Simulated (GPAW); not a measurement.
# BeTe (F-43m) in GPAW: a series of runs

The runs below take BeTe through single point, relaxation of cell and atoms, with LDA, PBE.

All numbers are computed with GPAW 26.7.0; they aren't measurements. Logs are shortened: lines on timing, memory, paths and dates and some standing lists are left out, and cuts for length are marked. The log counts tension as positive stress, the text compression.

## Step 1: The structure

It takes space group F-43m (No. 216, cubic). Conventional cell: a = 5.540 Å, b = 5.540 Å, c = 5.540 Å, α = 90.00°, β = 90.00°, γ = 90.00°. Te (site symmetry -43m) is surrounded by 4 Be at 2.40 Å. Around Be (site symmetry -43m) lie 4 Te at 2.40 Å.

## Step 2: Single point, LDA

Input file run.py:

```python
from ase import Atoms
from ase.dft.bandgap import bandgap
from ase.io import write
from ase.units import Bohr, GPa
from gpaw import GPAW, PW
from gpaw.elf import elf_from_dft_calculation

atoms = Atoms(['Te', 'Be'],
              cell=[[0.0, 2.77, 2.77],
                    [2.77, 0.0, 2.77],
                    [2.77, 2.77, 0.0]],
              scaled_positions=[[0.75, 0.75, 0.75],
                                [0.0, 0.0, 0.0]],
              pbc=True)

calc = GPAW(mode=PW(800),
            xc='LDA',
            kpts={'size': (8, 8, 8), 'gamma': True},
            occupations={'name': 'methfessel-paxton', 'order': 0, 'width': 0.02},
            nbands=11,
            convergence={'density': 1e-05, 'energy': 1e-05},
            maxiter=150,
            txt='gpaw.txt')
atoms.calc = calc
energy = atoms.get_potential_energy()
forces = atoms.get_forces()
stress = atoms.get_stress()
calc.write('gs.gpw')
write('result.traj', atoms)
print(f'Energy: {energy:.6f} eV')
print('Forces (eV/A):')
print(forces.round(4))
print('Stress (GPa):', (stress / GPa).round(3))
print('Fermi level:', round(calc.get_fermi_level(), 4), 'eV')
print(f'Gap: {bandgap(calc)[0]:.4f} eV, direct: {bandgap(calc, direct=True)[0]:.4f} eV')

# fields on the real-space grid
write('density.cube', atoms, data=calc.get_pseudo_density() * Bohr**3)
write('potential.cube', atoms, data=calc.get_electrostatic_potential())
write('elf.cube', atoms, data=elf_from_dft_calculation(calc).data)
```

Potentials or basis: the program's PAW data sets (release 1.2.1) made for this functional, pw.

Command:

```sh
OMP_NUM_THREADS=1 python run.py
```

gpaw.txt:

```text
__  _  _
 | _ |_)|_||  |
 |__||  | ||/\| - 26.7.0

Input parameters:
  mode=PW(ecut=800.0),
  convergence={'density': 1e-05, 'energy': 1e-05},
  kpts=MonkhorstPack(size=(8, 8, 8), gamma=True),
  maxiter=150,
  nbands=11,
  occupations=Occupations(name='methfessel-paxton', order=0, width=0.02),
  xc=XC(name='LDA')

Diagonalizing LCAO Hamiltonian
Converting LCAO to pw mode

                    Te

       Be

Atoms  # Å, Bohr magnetons
|   | symbol |        x |        y |        z |    initial magnetic moments |
|---|--------|----------|----------|----------|-----------------------------|
| 0 |     Te | 4.155000 | 4.155000 | 4.155000 | ( 0.0000,  0.0000,  0.0000) |
| 1 |     Be | 0.000000 | 0.000000 | 0.000000 | ( 0.0000,  0.0000,  0.0000) |

Unit cell  # Å
| periodic |        x |        y |        z |  lengths |    angles |
|----------|----------|----------|----------|----------|-----------|
|      yes | 0.000000 | 2.770000 | 2.770000 | 3.917372 | 60.000000 |
|      yes | 2.770000 | 0.000000 | 2.770000 | 3.917372 | 60.000000 |
|      yes | 2.770000 | 2.770000 | 0.000000 | 3.917372 | 60.000000 |

Number of symmetries: 24
Symmetry operations  # r_c * U_cc + t_c -> r_c
|    | kind |            matrix            |
|----|------|------------------------------|
|  0 |  E   |  1, 0, 0,  0, 1, 0,  0, 0, 1 |
|  1 |  σ   |  1, 0, 0,  0, 0, 1,  0, 1, 0 |
|  2 |  σ   |  1, 0,-1,  0, 1,-1,  0, 0,-1 |
|  3 |  C3  |  1, 0,-1,  0, 0,-1,  0, 1,-1 |
|  4 |  C3  |  1,-1, 0,  0,-1, 1,  0,-1, 0 |
|  5 |  σ   |  1,-1, 0,  0,-1, 0,  0,-1, 1 |
|  6 |  σ   |  0, 1, 0,  1, 0, 0,  0, 0, 1 |
|  7 |  C3  |  0, 1, 0,  0, 0, 1,  1, 0, 0 |
|  8 |  C2  |  0, 1,-1,  1, 0,-1,  0, 0,-1 |
|  9 |  S4  |  0, 1,-1,  0, 0,-1,  1, 0,-1 |
| 10 |  C3  |  0, 0, 1,  1, 0, 0,  0, 1, 0 |
| 11 |  σ   |  0, 0, 1,  0, 1, 0,  1, 0, 0 |
| 12 |  S4  |  0, 0,-1,  1, 0,-1,  0, 1,-1 |
| 13 |  C3  |  0, 0,-1,  0, 1,-1,  1, 0,-1 |
| 14 |  S4  |  0,-1, 1,  1,-1, 0,  0,-1, 0 |
| 15 |  C2  |  0,-1, 1,  0,-1, 0,  1,-1, 0 |
| 16 |  C3  |  0,-1, 0,  1,-1, 0,  0,-1, 1 |
| 17 |  S4  |  0,-1, 0,  0,-1, 1,  1,-1, 0 |
| 18 |  S4  | -1, 1, 0, -1, 0, 1, -1, 0, 0 |
| 19 |  C3  | -1, 1, 0, -1, 0, 0, -1, 0, 1 |
| 20 |  C3  | -1, 0, 1, -1, 1, 0, -1, 0, 0 |
| 21 |  S4  | -1, 0, 1, -1, 0, 0, -1, 1, 0 |
| 22 |  σ   | -1, 0, 0, -1, 1, 0, -1, 0, 1 |
| 23 |  C2  | -1, 0, 0, -1, 0, 1, -1, 1, 0 |

BZ-sampling:
  Number of BZ points: 512
  Number of IBZ points: 29

  Monkhorst-Pack size: [8, 8, 8]
  Monkhorst-Pack shift: [0.0625, 0.0625, 0.0625]

K-points  # in reciprocal-cell coordinates
|     |                                coordinates |     weight |
|-----|--------------------------------------------|------------|
|   0 | (  0.00000000,   0.00000000,   0.00000000) | 0.00195312 |
|   1 | (  0.12500000,   0.12500000,   0.00000000) | 0.01171875 |
|   2 | (  0.12500000,   0.12500000,   0.12500000) | 0.01562500 |
|   3 | (  0.25000000,   0.12500000,   0.12500000) | 0.02343750 |
|   4 | (  0.25000000,   0.25000000,   0.00000000) | 0.01171875 |
|   5 | (  0.25000000,   0.25000000,   0.12500000) | 0.04687500 |
|   6 | (  0.25000000,   0.25000000,   0.25000000) | 0.01562500 |
|   7 | (  0.37500000,   0.25000000,  -0.37500000) | 0.04687500 |
|   8 | (  0.37500000,   0.25000000,   0.12500000) | 0.04687500 |
|   9 | (  0.37500000,   0.25000000,   0.25000000) | 0.04687500 |
| ... |                                            |            |
|  28 | (  0.50000000,   0.50000000,   0.50000000) | 0.00781250 |

Plane wave coefficients: 2204
Cutoff: 800.0 eV

Spin-components: 1 (collinear spins)
Bands:           11
Projectors:      8
Spin-degeneracy: 2
Datatype:        complex128

Parallelization:
  kpt:    1
  domain: 1
  band:   1

Density:
  Valence electrons: 8.0
  Components: 1
  Grid points: [27 27 27]
  Charge: 0.0  # |e|

Potential:
  Grid points: [27 27 27]

species:
  Te:
    name:    Tellurium
    Z:       52.0
    valence: 6
    core:    46
    charge:  0.0  # [|e|]
    compensation charges:
      type: gauss
      rc: 0.36  # [Å]
      lmax: 2
    cutoffs:
      filter: 2.09  # [Å]
      core: 3.17  # [Å]
    projectors
    | kind |    occ | energy [eV] | rcut [Å] |
    |------|--------|-------------|----------|
    |   5s |  2.000 |     -15.337 |    1.180 |
    |   5p |  4.000 |      -6.113 |    1.196 |
    |    s |        |      11.875 |    1.180 |
    |    p |        |      21.098 |    1.196 |
    |    d |        |       0.000 |    1.238 |

    Using partial waves for Te as LCAO basis

  Be:
    name:    Beryllium
    Z:       4.0
    valence: 2
    core:    2
    charge:  0.0  # [|e|]
    compensation charges:
      type: gauss
      rc: 0.25  # [Å]
      lmax: 2
    cutoffs:
      filter: 1.42  # [Å]
      core: 1.84  # [Å]
    projectors
    | kind |    occ | energy [eV] | rcut [Å] |
    |------|--------|-------------|----------|
    |   2s |  2.000 |      -5.600 |    0.794 |
    |   2p |  0.000 |      -2.099 |    0.794 |
    |    s |        |      21.612 |    0.794 |

    Using partial waves for Be as LCAO basis

Reference energy: -185030.684589  # eV

eigensolver:
  PPCG
  Converge bands: occupied
  niter=2

density mixing:
  MSR1-Mixer
  Pratt-step length: 0.05
  Maximum mixing coefficient: 0.75
  Old densities: 10
  SVD Regularization: 0.005
  Good broyden scale: 1.0
  Trust region scale: 1.0
  Backstep threshold: 4.0
  History deletion threshold: 6.0
  Fourier metric: weight=20.0, sigma=0.015

occupation numbers:
  Methfessel-Paxton:
    width: 0.0200  # eV
    order: 0

poisson solver:
  ecut: 6400.0  # eV

xc functional:
  name: None

convergence criteria:
[... 6 lines left out ...]
|iter     | |      energy | eigst |  dens |
|---------|-|-------------|-------|-------|
|iter:   1| |   -8.995423 | -0.12 |       |
|iter:   2| |   -8.970767 | -2.13 | -0.90 |
|iter:   3| |   -8.813119 | -2.24 | -0.93 |
|iter:   4| |   -8.810031 | -3.31 | -1.56 |
|iter:   5| |   -8.810126 | -4.71 | -2.12 |
|iter:   6| |   -8.810131 | -5.88 | -2.68 |
|iter:   7| |   -8.810131c| -7.55c| -3.71 |
|iter:   8| |   -8.810132c| -7.75c| -4.16 |
|iter:   9| |   -8.810132c| -8.59c| -5.54c|

Converged in 9 steps
Energy contributions relative to reference atoms: (reference = -185030.684589)

Energy contributions:
  Kinetic:          18.558294
  Coulomb:         -16.652081
  Zero:              0.113678
  External:          0.000000
  Xc:              -10.830022
  Entropy:          -0.000000
  Spinorbit:         0.000000
  ----------------------------
  Free energy:      -8.810132
  Extrapolated:     -8.810132

dipole moment: (-0.473664, -0.473664, -0.473664)  # |e|*Ang

Fermi level: 6.546
Eigenvalues  # (at kpt = [0.000, 0.000, 0.000])
| band index |      eig [eV] | occ [0-2] |
|------------|---------------|-----------|
|          0 |        -7.371 |     2.000 |
|          1 |         5.292 |     2.000 |
|          2 |         5.292 |     2.000 |
|          3 |         5.292 |     2.000 |
|          4 |         8.873 |     0.000 |
|          5 |         8.873 |     0.000 |
|          6 |         8.873 |     0.000 |
|          7 |         9.354 |     0.000 |
|          8 |        13.581 |     0.000 |
|          9 |        16.081 |     0.000 |
|         10 |        16.564 |     0.000 |

Gap: 1.771 eV
Transition (v -> c):
  (s=0, k=0, n=3, [0.00, 0.00, 0.00]) -> (s=0, k=24, n=4, [0.50, 0.50, 0.00])
Direct/indirect transitions are different
Direct gap: 3.581 eV
Transition at: (s=0, k=0, n=3, [0.00, 0.00, 0.00])

Forces  # eV/Ang
|       x |       y |        z |
|---------|---------|----------|
| 0.00000 | 0.00000 |  0.00000 |  # Te   0
| 0.00000 | 0.00000 | -0.00000 |  # Be   1

Stress tensor  # eV/Ang^3
|         x |         y |         z |
|-----------|-----------|-----------|
| -0.003468 |  0.000000 |  0.000000 |
|  0.000000 | -0.003468 |  0.000000 |
|  0.000000 |  0.000000 | -0.003468 |

# Writing to gs.gpw (mode='')
```

stdout:

```text
Energy: -8.810132 eV
Forces (eV/A):
[[ 0.  0.  0.]
 [ 0.  0. -0.]]
Stress (GPa): [-0.556 -0.556 -0.556  0.     0.     0.   ]
Fermi level: 6.5457 eV
Gap: 1.7710 eV, direct: 3.5812 eV
```

Run time: 30 s. Hardware: 1 thread of AMD EPYC, shared host; peak memory 0.16 GiB.

What came out:

| Item | Value |
| --- | --- |
| Free energy | -8.8101 eV |
| Pressure | 0.6 GPa |
| Band gap on the k mesh | 1.77 eV, indirect (least direct gap 3.58 eV) |

Caveat: spin-orbit coupling is left out, which moves the levels of the heavy elements. A k mesh can miss the band edges.

## Step 3: Single point, PBE

Edit run.py of step 2 so:

```diff
@@ -1,4 +1,3 @@
-from ase import Atoms
 from ase.dft.bandgap import bandgap
-from ase.io import write
+from ase.io import read, write
 from ase.units import Bohr, GPa
@@ -7,14 +6,8 @@
 
-atoms = Atoms(['Te', 'Be'],
-              cell=[[0.0, 2.77, 2.77],
-                    [2.77, 0.0, 2.77],
-                    [2.77, 2.77, 0.0]],
-              scaled_positions=[[0.75, 0.75, 0.75],
-                                [0.0, 0.0, 0.0]],
-              pbc=True)
+atoms = read('BeTe.xyz')
 
 calc = GPAW(mode=PW(800),
-            xc='LDA',
+            xc='PBE',
             kpts={'size': (8, 8, 8), 'gamma': True},
-            occupations={'name': 'methfessel-paxton', 'order': 0, 'width': 0.02},
+            occupations={'name': 'methfessel-paxton', 'order': 0, 'width': 0.011},
             nbands=11,
```

Input file BeTe.xyz:

```xyz
2
Lattice="0.0000000000 2.7700000000 2.7700000000 2.7700000000 0.0000000000 2.7700000000 2.7700000000 2.7700000000 0.0000000000" Properties=species:S:1:pos:R:3 pbc="T T T"
Te     4.1550000000      4.1550000000      4.1550000000
Be     0.0000000000      0.0000000000      0.0000000000
```

Potentials or basis: GPAW PAW data sets (gpaw-data 1.2.1), pw.

Command:

```sh
OMP_NUM_THREADS=1 python run.py
```

It took 26 s on 1 thread of AMD EPYC, shared host; peak memory 0.17 GiB.

Results (log left out):

```yaml
Free_energy: -7.6079 eV
Pressure: 4.4 GPa
Band_gap_on_the_k_mesh: 1.86 eV, indirect (least direct gap 3.58 eV)
```

Levels at points of the mesh, in eV from the valence-band top:
```tsv
k point	band 1	band 2	band 3	band 4	band 5	band 6	band 7
(0.00, 0.00, 0.00)	-12.62	0.00	0.00	0.00	3.58	3.58	3.58
(0.50, 0.50, 0.00)	-10.60	-5.38	-2.84	-2.84	1.86	2.61	10.09
(0.50, 0.50, 0.50)	-11.15	-5.86	-1.22	-1.22	3.23	4.60	4.60
```

Caveat: spin-orbit coupling is left out, which moves the levels of the heavy elements.

## Step 4: Relaxation of cell and atoms, PBE

Input file run.py:

```python
from ase.filters import FrechetCellFilter
from ase.io import read, write
from ase.optimize import BFGS
from gpaw import GPAW, PW

atoms = read('BeTe.xyz')

calc = GPAW(mode=PW(800),
            xc='PBE',
            kpts={'size': (8, 8, 8), 'gamma': True},
            occupations={'name': 'fermi-dirac', 'width': 0.05},
            nbands=11,
            convergence={'density': 1e-05, 'forces': 0.0001},
            maxiter=150,
            txt='gpaw.txt')
atoms.calc = calc
opt = BFGS(FrechetCellFilter(atoms), trajectory='relax.traj', logfile='-')
done = opt.run(fmax=0.01, steps=40)
calc.write('gs.gpw')
write('result.traj', atoms)
print('Converged:', done)
print('Cell:', atoms.cell.cellpar().round(4))
print('Volume:', round(atoms.get_volume(), 4))
print(atoms.get_scaled_positions().round(5))
```

BeTe.xyz is that of step 3.

Potentials or basis: GPAW PAW data sets (gpaw-data 1.2.1), pw.

Command:

```sh
OMP_NUM_THREADS=1 python run.py
```

gpaw.txt:

```text
__  _  _
 | _ |_)|_||  |
 |__||  | ||/\| - 26.7.0

Input parameters:
  mode=PW(ecut=800.0),
  convergence={'density': 1e-05, 'forces': 0.0001},
  kpts=MonkhorstPack(size=(8, 8, 8), gamma=True),
  maxiter=150,
  nbands=11,
  occupations=Occupations(name='fermi-dirac', width=0.05),
  xc=XC(name='PBE')

Diagonalizing LCAO Hamiltonian
Converting LCAO to pw mode

                    Te

       Be

Atoms  # Å, Bohr magnetons
|   | symbol |        x |        y |        z |    initial magnetic moments |
|---|--------|----------|----------|----------|-----------------------------|
| 0 |     Te | 4.155000 | 4.155000 | 4.155000 | ( 0.0000,  0.0000,  0.0000) |
| 1 |     Be | 0.000000 | 0.000000 | 0.000000 | ( 0.0000,  0.0000,  0.0000) |

Unit cell  # Å
| periodic |        x |        y |        z |  lengths |    angles |
|----------|----------|----------|----------|----------|-----------|
|      yes | 0.000000 | 2.770000 | 2.770000 | 3.917372 | 60.000000 |
|      yes | 2.770000 | 0.000000 | 2.770000 | 3.917372 | 60.000000 |
|      yes | 2.770000 | 2.770000 | 0.000000 | 3.917372 | 60.000000 |

[... 479 lines left out ...]
| 0 |     Te | 4.245299 |  4.245299 | 4.245299 | ( 0.0000,  0.0000,  0.0000) |
| 1 |     Be | 0.000000 | -0.000000 | 0.000000 | ( 0.0000,  0.0000,  0.0000) |

Unit cell  # Å
| periodic |         x |        y |        z |  lengths |    angles |
|----------|-----------|----------|----------|----------|-----------|
|      yes | -0.000000 | 2.830199 | 2.830199 | 4.002506 | 60.000000 |
|      yes |  2.830199 | 0.000000 | 2.830199 | 4.002506 | 60.000000 |
|      yes |  2.830199 | 2.830199 | 0.000000 | 4.002506 | 60.000000 |

Number of symmetries: 24
Symmetry operations  # r_c * U_cc + t_c -> r_c
|    | kind |            matrix            |
|----|------|------------------------------|
|  0 |  E   |  1, 0, 0,  0, 1, 0,  0, 0, 1 |
|  1 |  σ   |  1, 0, 0,  0, 0, 1,  0, 1, 0 |
|  2 |  σ   |  1, 0,-1,  0, 1,-1,  0, 0,-1 |
|  3 |  C3  |  1, 0,-1,  0, 0,-1,  0, 1,-1 |
|  4 |  C3  |  1,-1, 0,  0,-1, 1,  0,-1, 0 |
|  5 |  σ   |  1,-1, 0,  0,-1, 0,  0,-1, 1 |
|  6 |  σ   |  0, 1, 0,  1, 0, 0,  0, 0, 1 |
|  7 |  C3  |  0, 1, 0,  0, 0, 1,  1, 0, 0 |
|  8 |  C2  |  0, 1,-1,  1, 0,-1,  0, 0,-1 |
[... 217 lines left out ...]
       Be

Atoms  # Å, Bohr magnetons
|   | symbol |        x |         y |        z |    initial magnetic moments |
|---|--------|----------|-----------|----------|-----------------------------|
| 0 |     Te | 4.250034 |  4.250034 | 4.250034 | ( 0.0000,  0.0000,  0.0000) |
| 1 |     Be | 0.000000 | -0.000000 | 0.000000 | ( 0.0000,  0.0000,  0.0000) |

Unit cell  # Å
| periodic |        x |        y |         z |  lengths |    angles |
|----------|----------|----------|-----------|----------|-----------|
|      yes | 0.000000 | 2.833356 |  2.833356 | 4.006971 | 60.000000 |
|      yes | 2.833356 | 0.000000 |  2.833356 | 4.006971 | 60.000000 |
|      yes | 2.833356 | 2.833356 | -0.000000 | 4.006971 | 60.000000 |

Number of symmetries: 24
Symmetry operations  # r_c * U_cc + t_c -> r_c
|    | kind |            matrix            |
|----|------|------------------------------|
|  0 |  E   |  1, 0, 0,  0, 1, 0,  0, 0, 1 |
|  1 |  σ   |  1, 0, 0,  0, 0, 1,  0, 1, 0 |
|  2 |  σ   |  1, 0,-1,  0, 1,-1,  0, 0,-1 |
|  3 |  C3  |  1, 0,-1,  0, 0,-1,  0, 1,-1 |
|  4 |  C3  |  1,-1, 0,  0,-1, 1,  0,-1, 0 |
|  5 |  σ   |  1,-1, 0,  0,-1, 0,  0,-1, 1 |
|  6 |  σ   |  0, 1, 0,  1, 0, 0,  0, 0, 1 |
|  7 |  C3  |  0, 1, 0,  0, 0, 1,  1, 0, 0 |
|  8 |  C2  |  0, 1,-1,  1, 0,-1,  0, 0,-1 |
[... 205 lines left out ...]
Forces  # eV/Ang
|       x |        y |        z |
|---------|----------|----------|
| 0.00000 |  0.00000 | -0.00000 |  # Te   0
| 0.00000 | -0.00000 |  0.00000 |  # Be   1

# Writing to gs.gpw (mode='')
```

It took 2.1 min on 1 thread of AMD EPYC, shared host; peak memory 0.19 GiB.

What came out:

| Quantity | Value |
| --- | --- |
| Free energy | -7.6469 eV |
| Relaxed volume | 22.75 Å³/atom |
| Relaxed cell | a = 4.007 Å, b = 4.007 Å, c = 4.007 Å, α = 60.00°, β = 60.00°, γ = 60.00° |
| Space group after relaxing (to 0.05 Å) | F-43m (No. 216) |
| Energy gained by relaxing | 19.5 meV/atom |
| Ionic steps | 4 |
| Pressure after relaxing | 0.0 GPa |
| Band gap on the k mesh | 2.03 eV, indirect (least direct gap 3.64 eV) |

Step by step:
```csv
step,energy change (eV),largest force (eV/Å),pressure (GPa),volume (Å³)
1,0.0000,0.0000,4.42,42.51
2,-0.0133,0.0000,3.52,43.05
3,-0.0390,0.0000,0.20,45.34
4,-0.0391,0.0000,0.01,45.49
```

Final structure:
```xyz
2
Lattice="0.0000 2.8334 2.8334 2.8334 0.0000 2.8334 2.8334 2.8334 0.0000" Properties=species:S:1:pos:R:3 pbc="T T T"
Te    4.2500    4.2500    4.2500
Be    0.0000    0.0000    0.0000
```

Caveat: later steps reuse the first step's grids; spin-orbit coupling is left out, which moves the levels of the heavy elements. PBE usually gives volumes a little too large and moduli too small.

(Part 1 of 2 ends here.)
